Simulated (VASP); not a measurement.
# FeO (Wuestite) (Fm-3m) in VASP: single point with PBE+D3(BJ)

Aim: the single point of FeO (Wuestite) with PBE+D3(BJ).

Everything below comes from runs of VASP 6.6.1. Logs are shortened: lines on timing, memory, paths and dates and some standing lists are left out, and cuts for length are marked.

## 1. The cell of the first run

Symmetry: Fm-3m, No. 225, cubic system. Conventional cell: a = 4.283 Å, b = 4.283 Å, c = 4.283 Å, α = 90.00°, β = 90.00°, γ = 90.00°. Fe (site symmetry m-3m) is surrounded by 6 O at 2.14 Å. O (site symmetry m-3m) has 6 Fe at 2.14 Å as nearest neighbours.

## 2. Single point, PBE+D3(BJ), collinear spin, typed start (relaxed again under DFT PBE+D3(BJ), scalar-relativistic, plane waves, PAW)

INCAR reads:

```
SYSTEM = FeO
PREC = Accurate
ENCUT = 520
EDIFF = 1E-6
ISMEAR = 0
SIGMA = 0.1
LREAL = .FALSE.
LASPH = .TRUE.
NELM = 150
ALGO = Normal
ISIF = 2
LWAVE = .FALSE.
LCHARG = .FALSE.
ISPIN = 2
MAGMOM = 3.79 0.35
LORBIT = 11
LMAXMIX = 4
GGA = PE
IVDW = 12
NBANDS = 18
```

KPOINTS reads:

```
Automatic mesh
0
G
  18 18 18
  0 0 0
```

POSCAR reads:

```
FeO
1.0
    1.5143718483      0.8743229943      2.4730531061
   -1.5143718483      0.8743229943      2.4730531061
    0.0000000000     -1.7486459885      2.4730531061
Fe O
1 1
Direct
    0.0000000000      0.0000000000      0.0000000000
    0.5000000000      0.5000000000      0.5000000000
```

Potentials or basis: VASP PAW PBE potentials, release 64 (Fe, O).

Command:

```console
$ cat potpaw_PBE.64/Fe/POTCAR potpaw_PBE.64/O/POTCAR > POTCAR
$ mpirun -np 1 vasp_std > vasp.out
```

OUTCAR:

```text
SYSTEM = FeO
   PREC = Accurate
   ENCUT = 520
   EDIFF = 1E-6
   ISMEAR = 0
   LREAL = .FALSE.
   LASPH = .TRUE.
   NELM = 150
   ISIF = 2
   ISPIN = 2
   LORBIT = 11
   GGA = PE
   IVDW = 12
 IVDW          = 12

 ion  position               nearest neighbor table
   1  0.000  0.000  0.000-   2 2.14   2 2.14   2 2.14   2 2.14   2 2.14   2 2.14
   2  0.500  0.500  0.500-   1 2.14   1 2.14   1 2.14   1 2.14   1 2.14   1 2.14

  LATTYP: Found a trigonal (rhomboedric) cell.
 ALAT       =     3.0288206383
 COS(alpha) =     0.5000254029

  Lattice vectors:

 A1 = (   1.5143718483,   0.8743229943,   2.4730531061)
 A2 = (  -1.5143718483,   0.8743229943,   2.4730531061)
 A3 = (   0.0000000000,  -1.7486459885,   2.4730531061)

Analysis of symmetry for initial positions (statically):
=====================================================================
 Subroutine PRICEL returns:
 Original cell was already a primitive cell.

 Routine SETGRP: Setting up the symmetry group for a
 trigonal (rhombohedral) supercell.

 Subroutine GETGRP returns: Found 12 space group operations
 (whereof 12 operations were pure point group operations)
 out of a pool of 12 trial point group operations.

The static configuration has the point symmetry D_3d.

Analysis of symmetry for dynamics (positions and initial velocities):
=====================================================================
 Subroutine PRICEL returns:
 Original cell was already a primitive cell.

 Routine SETGRP: Setting up the symmetry group for a
 trigonal (rhombohedral) supercell.

 Subroutine GETGRP returns: Found 12 space group operations
 (whereof 12 operations were pure point group operations)
 out of a pool of 12 trial point group operations.

The dynamic configuration has the point symmetry D_3d.

Analysis of structural, dynamic, and magnetic symmetry:
=====================================================================
 Subroutine PRICEL returns:
 Original cell was already a primitive cell.

 Routine SETGRP: Setting up the symmetry group for a
 trigonal (rhombohedral) supercell.

 Subroutine GETGRP returns: Found 12 space group operations
 (whereof 12 operations were pure point group operations)
 out of a pool of 12 trial point group operations.

The overall configuration has the point symmetry D_3d.

 Subroutine INISYM returns: Found 12 space group operations
 (whereof 12 operations are pure point group operations),
 and found     1 'primitive' translations

----------------------------------------------------------------------------------------

                                     Primitive cell

  volume of cell :      19.6467

  direct lattice vectors                    reciprocal lattice vectors
     1.514371848  0.874322994  2.473053106     0.330169899  0.190623680  0.134786161
    -1.514371848  0.874322994  2.473053106    -0.330169899  0.190623680  0.134786161
     0.000000000 -1.748645989  2.473053106     0.000000000 -0.381247360  0.134786161

  length of vectors
     3.028820638  3.028820638  3.028820638     0.404372178  0.404372178  0.404372178

  position of ions in fractional coordinates (direct lattice)
     0.000000000  0.000000000  0.000000000
     0.500000000  0.500000000  0.500000000

  ion indices of the primitive-cell ions
   primitive index   ion index
                 1           1
                 2           2

----------------------------------------------------------------------------------------

 KPOINTS: Automatic mesh

Automatic generation of k-mesh.
 Grid dimensions read from file:
 generate k-points for:   18   18   18

 Generating k-lattice:

  Cartesian coordinates                     Fractional coordinates (reciprocal lattice)
     0.018342772  0.010590204  0.007488120     0.055555556  0.000000000  0.000000000
    -0.018342772  0.010590204  0.007488120     0.000000000  0.055555556  0.000000000
     0.000000000 -0.021180409  0.007488120    -0.000000000 -0.000000000  0.055555556

  Length of vectors
     0.022465121  0.022465121  0.022465121

  Shift w.r.t. Gamma in fractional coordinates (k-lattice)
     0.000000000  0.000000000  0.000000000

 Subroutine IBZKPT returns following result:
 ===========================================

 Found    580 irreducible k-points:

 Following reciprocal coordinates:
            Coordinates               Weight
  0.000000  0.000000  0.000000      1.000000
  0.055556  0.000000  0.000000      6.000000
  0.111111  0.000000  0.000000      6.000000
  0.166667 -0.000000 -0.000000      6.000000
  0.222222  0.000000  0.000000      6.000000
  0.277778  0.000000 -0.000000      6.000000
[... 16 lines left out ...]
 -0.277778  0.055556  0.000000     12.000000
 -0.222222  0.055556  0.000000     12.000000
 [... further k-points ...]
   k-points           NKPTS =    580   k-points in BZ     NKDIM =    580   number of bands    NBANDS=     18
   number of dos      NEDOS =    301   number of ions     NIONS =      2
   total plane-waves  NPLWV =  13824
   dimension x,y,z NGX =    24 NGY =   24 NGZ =   24
   dimension x,y,z NGXF=    48 NGYF=   48 NGZF=   48
   ions per type =               1   1
   NGX,Y,Z   is equivalent  to a cutoff of  13.17, 13.17, 13.17 a.u.
   NGXF,Y,Z  is equivalent  to a cutoff of  26.35, 26.35, 26.35 a.u.
 SYSTEM =  FeO
   PREC   = accura    normal or accurate (medium, high low for compatibility)
   ISTART =      0    job   : 0-new  1-cont  2-samecut
   ICHARG =      2    charge: 1-file 2-atom 10-const
   ISPIN  =      2    spin polarized calculation?
   LNONCOLLINEAR =      F non collinear calculations
   LSORBIT =      F    spin-orbit coupling
   LASPH  =      T    aspherical Exc in radial PAW
   ENCUT  =  520.0 eV  38.22 Ry    6.18 a.u.   5.63  5.63  5.63*2*pi/ulx,y,z
   NELM   =    150;   NELMIN=  2; NELMDL= -5     # of ELM steps
   EDIFF  = 0.1E-05   stopping-criterion for ELM
   LREAL  =      F    real-space projection
   EDIFFG = 0.1E-04   stopping-criterion for IOM
   NSW    =      0    number of steps for IOM
   IBRION =     -1    ionic relax: 0-MD 1-quasi-New 2-CG
   NFREE  =      0    steps in history (QN), initial steepest desc. (CG)
   ISIF   =      2    stress and relaxation
   ISYM   =      2    0-nonsym 1-usesym 2-fastsym
   POTIM  = 0.5000    time-step for ionic-motion
   TEBEG  =    0.0;   TEEND  =   0.0 temperature during run
   PSTRESS=    0.0 pullay stress
   NELECT =      14.0000    total number of electrons
   NUPDOWN=      -1.0000    fix difference up-down
   EMIN   =  10.00;   EMAX   =-10.00  energy-range for DOS
   EFERMI =   0.00;   METHOD = LEGACY
   ISMEAR =     0;   SIGMA  =   0.10  broadening in eV -4-tet -1-fermi 0-gaus
   EFERMI_NEDOS =   21; number of points for ismear=-14 and -15
   IALGO  =     38    algorithm
   IMIX   =      4    mixing-type and parameters
     AMIX     =   0.40;   BMIX     =  1.00
     AMIX_MAG =   1.60;   BMIX_MAG =  1.00
  volume/ion in A,a.u.               =       9.82        66.29
  Fermi-wavevector in a.u.,A,eV,Ry     =   1.462248  2.763249 29.091572  2.138170
  Thomas-Fermi vector in A             =   2.578484
   LORBIT       =     11    0 simple, 1 ext, 2 COOP (PROOUT), +10 PAW based schemes
   GGA     = PE    functional components
   LHFCALC =     F    Hartree Fock is set to
   AEXX    =    0.0000 exact exchange contribution
   IVDW    =    12    specifies the selected vdW correction
   LEPSILON=     F    determine dielectric tensor
   LRPA    =     F    only Hartree local field effects (RPA)
 spin polarized calculation
 Gauss-broadening in eV      SIGMA  =   0.10
  energy-cutoff  :      520.00
  volume of cell :       19.65
 maximum number of plane-waves:       544
   NGX = 11   NGY = 11   NGZ = 11

 number of electron      13.9999997 magnetization       3.9994508

 Free energy of the ion-electron system (eV)
  ---------------------------------------------------
  ext. energy  EPLUGINS =         0.00000000
  ---------------------------------------------------
  free energy    TOTEN  =       -14.92994893 eV

  energy without entropy =      -14.92356017  energy(sigma->0) =      -14.92675455

 E-fermi :   6.4092     XC(G=0): -12.2703

 val. band max:        6.4068771723   @ k =  -0.2222   0.0556   0.0000
 cond. band min:       6.4105296643   @ k =  -0.2222   0.1667  -0.0000
 fundamental gap:      0.0036524920
 Fermi energy:         6.4091782356

 spin component 1

 k-point     1 :       0.0000    0.0000    0.0000
  band No.  band energies     occupation
      1     -14.4685      1.00000
      2       2.5171      1.00000
      3       2.5173      1.00000
      4       2.5173      1.00000
      5       2.5468      1.00000
      6       2.5470      1.00000
[... 10 lines left out ...]
     17      27.4024      0.00000
     18      30.4214      0.00000
[... 463 lines left out ...]
 k-point    24 :      -0.2222    0.0556    0.0000
  band No.  band energies     occupation
      1     -13.9224      1.00000
      2      -0.5183      1.00000
      3       0.4359      1.00000
      4       0.6943      1.00000
      5       2.8530      1.00000
      6       2.9640      1.00000
[... 10 lines left out ...]
     17      32.4441      0.00000
     18      34.4238      0.00000

 [... further k-points ...]

 spin component 2

 k-point     1 :       0.0000    0.0000    0.0000
  band No.  band energies     occupation
      1     -13.9292      1.00000
      2       3.1138      1.00000
      3       3.1140      1.00000
      4       3.1140      1.00000
      5       5.6498      1.00000
      6       5.6500      1.00000
[... 10 lines left out ...]
     17      29.0021      0.00000
     18      31.5125      0.00000
[... 463 lines left out ...]
 k-point    24 :      -0.2222    0.0556    0.0000
  band No.  band energies     occupation
      1     -13.3752      1.00000
      2       0.3117      1.00000
      3       1.8972      1.00000
      4       2.0041      1.00000
      5       6.1092      0.99999
      6       6.1122      0.99999
[... 10 lines left out ...]
     17      33.2796      0.00000
     18      35.4430      0.00000

 [... further k-points ...]

------------------------ aborting loop because EDIFF is reached ----------------------------------------

 Edisp (eV)   -0.40602

 E8    (eV) :    -0.1558

  FORCE on cell =-STRESS in cart. coord.  units (eV):
  Direction    XX          YY          ZZ          XY          YZ          ZX
  --------------------------------------------------------------------------------------
  -------------------------------------------------------------------------------------
  Total       0.01648     0.01648     0.01603     0.00000     0.00000     0.00000
  in kB       1.34418     1.34418     1.30737     0.00000     0.00000     0.00000
  external pressure =        1.33 kB  Pullay stress =        0.00 kB

 VOLUME and BASIS-vectors are now :
 -----------------------------------------------------------------------------
  energy-cutoff  :      520.00
  volume of cell :       19.65
      direct lattice vectors                 reciprocal lattice vectors
     1.514371848  0.874322994  2.473053106     0.330169899  0.190623680  0.134786161
    -1.514371848  0.874322994  2.473053106    -0.330169899  0.190623680  0.134786161
     0.000000000 -1.748645989  2.473053106     0.000000000 -0.381247360  0.134786161

 POSITION                                       TOTAL-FORCE (eV/Angst)
 -----------------------------------------------------------------------------------
      0.00000      0.00000      0.00000         0.000000     -0.000000     -0.000000
      0.00000      0.00000      3.70958        -0.000000      0.000000      0.000000
 -----------------------------------------------------------------------------------
    total drift:                               -0.000000      0.000000     -0.000000

  FREE ENERGIE OF THE ION-ELECTRON SYSTEM (eV)
  ---------------------------------------------------
  free  energy   TOTEN  =       -15.3359686928 eV

  energy  without entropy=      -15.3295799374  energy(sigma->0) =      -15.33277432

 total charge

# of ion       s       p       d       tot
------------------------------------------
    1        0.293   0.371   6.099   6.764
    2        1.556   3.448   0.000   5.004
--------------------------------------------------
tot          1.849   3.819   6.099  11.768

 magnetization (x)

# of ion       s       p       d       tot
------------------------------------------
    1        0.027   0.022   3.567   3.616
    2        0.031   0.275   0.000   0.306
--------------------------------------------------
tot          0.058   0.296   3.567   3.921
```

Run time: 2.1 min. Hardware: 1 thread of Intel Xeon 6975P-C (Granite Rapids), shared host; peak memory 0.41 GiB.

Results:

| Item | Value |
| --- | --- |
| Free energy | -15.3360 eV |
| Pressure | 0.1 GPa |
| Band gap on the k mesh | none (metal or under the smearing width) |
| Net moment | 4.00 μB per cell |
| Site moments | Fe +3.62; O +0.31 μB |
| Valence electrons inside the program's atomic spheres | Fe 6.76; O 5.00 |
| Dispersion energy per atom | -0.203 eV |

Levels at points of the mesh, in eV from the Fermi level:
Spin up:
| k point | band 6 | band 7 | band 8 | band 9 | band 10 | band 11 | band 12 | band 13 |
| --- | --- | --- | --- | --- | --- | --- | --- | --- |
| (0.00, 0.00, 0.00) | -3.86 | -3.86 | -3.68 | -3.68 | 0.20 | 15.54 | 17.20 | 17.20 |
| (0.50, 0.00, 0.00) | -3.05 | -2.47 | -0.28 | -0.28 | 4.14 | 8.66 | 12.70 | 12.70 |
| (0.50, 0.50, 0.00) | -3.28 | -2.77 | -2.77 | -2.76 | 5.43 | 8.87 | 10.87 | 14.94 |
| (0.50, 0.50, 0.50) | -3.05 | -2.47 | -0.28 | -0.28 | 4.14 | 8.66 | 12.70 | 12.70 |
Spin down:
```
           k point  band 3  band 4  band 5  band 6  band 7  band 8
(0.00, 0.00, 0.00)   -3.30   -3.30   -0.76   -0.76   -0.76    0.19
(0.50, 0.00, 0.00)   -5.25   -5.25    0.40    0.40    0.62    2.86
(0.50, 0.50, 0.00)   -4.49   -4.49   -2.18    0.75    0.76    0.76
(0.50, 0.50, 0.50)   -5.25   -5.25    0.40    0.40    0.62    2.86
```

Caveat: a cell with one magnetic atom can't hold antiferromagnetic order, which such compounds often take; semilocal functionals often make such compounds metallic where correlation or magnetic order opens a gap, which also shifts bond lengths; pairwise dispersion overbinds metals, which lowers pressure and volume.
